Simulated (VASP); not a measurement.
# As, self-consistent run: which settings are enough?

As, P-1 (no. 2), 2 atoms in the cell. PBE; PAW potentials As (PBE set). VASP 6.6.1. The atoms are moved at random off their ideal places.

Wanted: energy within 1 meV/atom; forces within 0.005 eV/Å; pressure within 0.1 GPa.

POSCAR:
```
As
1.0
    1.8807968987      1.0858785957      3.5140619945
   -1.8807968987      1.0858785957      3.5140619945
    0.0000000000     -2.1717571915      3.5140619945
As
2
Direct
    0.2204780000      0.2257670000      0.2270070000
    0.7773660000      0.7716110000      0.7713660000
```

## FFT grids and symmetry tolerance typed by hand

| FFT grids and symmetry tolerance typed by hand | Energy less reference (meV/atom) | Forces, largest deviation (eV/Å) | Pressure (GPa) | SCF iterations | Time (s) |
|---|---|---|---|---|---|
| default | 0.0 | 0.0000 | 4.23 | 13 | 49 |
| NGX, NGY, NGZ = 38, 38, 38 | 0.0 | 0.0000 | 4.23 | 13 | 84 |
| NGX, NGY, NGZ = 24, 24, 24 | 0.0 | 0.0000 | 4.23 | 13 | 20 |
| NGX, NGY, NGZ = 20, 20, 20 | 0.0 | 0.0000 | 4.22 | 13 | 21 |
| NGX, NGY, NGZ = 16, 16, 16 | -0.1 | 0.0002 | 4.23 | 13 | 11 |
| NGXF, NGYF, NGZF = 44, 44, 44 | 0.0 | 0.0000 | 4.23 | 13 | 50 |
| NGXF, NGYF, NGZF = 86, 86, 86 | 0.0 | 0.0000 | 4.23 | 13 | 50 |
| SYMPREC = 0.001 | 0.0 | 0.0000 | 4.23 | 13 | 51 |
| SYMPREC = 1e-08 | 0.0 | 0.0000 | 4.23 | 13 | 45 |
| EWALD_CUTOFF = 2.0 | -1803.2 | 0.3296 | -8.86 | 13 | 43 |
| EWALD_CUTOFF = 8.0 | 0.0 | 0.0000 | 4.23 | 13 | 43 |

Chosen: NGX, NGY, NGZ = 16, 16, 16, the fastest of those that stay within half of the tolerance.

## The input

INCAR:
```
  ALGO = Normal
  EDIFF = 1E-7
  ENCUT = 450
  ISIF = 2
  ISMEAR = 0
  LASPH = True
  LCHARG = False
  LREAL = False
  LWAVE = False
  NELM = 100
  NGX = 16
  NGY = 16
  NGZ = 16
  PREC = Accurate
  SIGMA = 0.02
```

KPOINTS:
```
k-points
0
Gamma
  7 7 7
```

Commands:
```
cat potpaw_PBE.64/As/POTCAR > POTCAR
mpirun -np 1 vasp_std > vasp.out
```

The chosen input took VASP 6.6.1 11 s on 1 core (Intel Xeon Platinum 8124M @ 3.00GHz (Skylake/Cascade Lake)), a shared host.

## An input that fails: an FFT grid typed too coarse

It runs to its end, but against the unchanged starting input it is off by 0.3 meV/atom in the energy, 0.0004 eV/Å in the forces, 0.26 GPa in the pressure.

Changes against the starting input:
```
+ NGX = 12
+ NGY = 12
+ NGZ = 12
```
